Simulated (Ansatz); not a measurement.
# A vibration from a frozen displacement in TaN

All numbers below come from DFT PBEsol, scalar-relativistic, plane waves, PAW (Ansatz). Cutoff 420 eV, Γ-centred 24×24×20 k-points, Gaussian smearing of 0.15 eV. Spin–orbit coupling is left out, which matters for the heavy elements here. No spin polarisation. Energies are free energies at this smearing, counted from the undisturbed cell; pressure is positive in compression.

The starting cell (relaxed at this level; this form isn't the usual structure):

```
CELL_PARAMETERS angstrom
2.92399 0.00000 0.00000
-1.46199 2.53225 0.00000
0.00000 0.00000 2.87073
ATOMIC_POSITIONS crystal
Ta 0.33333 0.66667 0.50000
N 0.00000 0.00000 0.00000
```

Every N atom is moved by x along the Cartesian unit vector (0.000, 0.000, -1.000); the cell and all other atoms stay fixed. The cell's volume is 21.26 Å³; the moved atoms weigh 14.007 u together and the others 180.948 u. Some rows repeat others by symmetry and weren't run.

| x (Å) | ΔE (meV/cell) | total force on the moved atoms along the move (eV/Å) | pressure (GPa) |
| --- | --- | --- | --- |
| -0.2000 | 306.85 | 3.1766 | 8.7485 |
| -0.1750 | 232.90 | 2.7407 | 6.7074 |
| -0.1500 | 169.71 | 2.3163 | 4.9338 |
| -0.1250 | 116.98 | 1.9042 | 3.4300 |
| -0.1000 | 74.39 | 1.5049 | 2.1976 |
| -0.0750 | 41.64 | 1.1174 | 1.2379 |
| -0.0500 | 18.44 | 0.7396 | 0.5518 |
| -0.0250 | 4.60 | 0.3682 | 0.1398 |
| 0.0000 | 0.00 | 0.0000 | 0.0024 |
| 0.0250 | 4.60 | -0.3682 | 0.1398 |
| 0.0500 | 18.44 | -0.7396 | 0.5518 |
| 0.0750 | 41.64 | -1.1174 | 1.2379 |
| 0.1000 | 74.39 | -1.5049 | 2.1976 |
| 0.1250 | 116.98 | -1.9042 | 3.4300 |
| 0.1500 | 169.71 | -2.3163 | 4.9338 |
| 0.1750 | 232.90 | -2.7407 | 6.7074 |
| 0.2000 | 306.85 | -3.1766 | 8.7485 |

Task: What frequency belongs to this motion?

Result: The force constant is k = −dF/dx = 14.728 eV/Å², from the parabola through x = -0.0250, 0 and 0.0250. In every cell the moved atoms swing against the rest, so the mass is μ = m₁m₂/(m₁ + m₂) = 13.001 u, and ν̃ = 521.5 cm⁻¹ × √(|k|/μ) = 555 cm⁻¹. To first order in x, and within 1 %, the force on every atom lies along the move and, within each of the two groups, in proportion to the atom's mass, so this is itself a mode at the zone centre of this cell.

Task: How far does the harmonic law reach?

Result: At x = -0.200 Å, kx²/2 = 294.56 meV against the computed 306.85 meV (+4.2 %): the well is still close to harmonic there.

Task: The pressure changes with x². What does that say about the frequency under compression?

Result: With E = k(V)x²/2, k ∝ V^(−2γ) and x scaling with the cell as V^(1/3), P − P0 = −∂E/∂V = (2γ − 2/3) ΔE/V. At x = 0.0500 Å, V(P − P0) = 21.26 × 0.54937 / 160.2 eV = 72.88 meV and ΔE = 18.44 meV, so γ = 1/3 + V(P − P0)/(2ΔE) = 2.31. This is the Grüneisen parameter of the motion under uniform scaling of the cell: shrinking the cell evenly by 1 % in volume raises the frequency by about 2.31 %.

In a metal these slopes depend on the k mesh and the smearing.

The well is stiff and slightly harder than harmonic: the restoring force per unit displacement grows steadily out to the largest amplitude. Nitrogen sits in a trigonal prism of tantalum, and the motion carries it towards one triangular face and away from the other. The high frequency reflects strong Ta 5d-N 2p bonding together with the small mass of nitrogen, which does nearly all the moving. The mirror plane through the nitrogen layer forbids a cubic term, so the leading anharmonicity is quartic, and its positive sign probably comes from short-range repulsion at the approached face. By itself this term would lift the fundamental somewhat above 555 cm⁻¹, though coupling to other modes could offset that.

The Grüneisen parameter of 2.31 shows that the Ta-N restoring forces stiffen markedly as the bonds shorten, so vibration in this mode favours expansion of the lattice. Although the mode is polar by symmetry, metallic screening should suppress any LO-TO splitting. A real frequency here doesn't establish dynamical stability, which also depends on the in-plane optical modes and the rest of the zone.
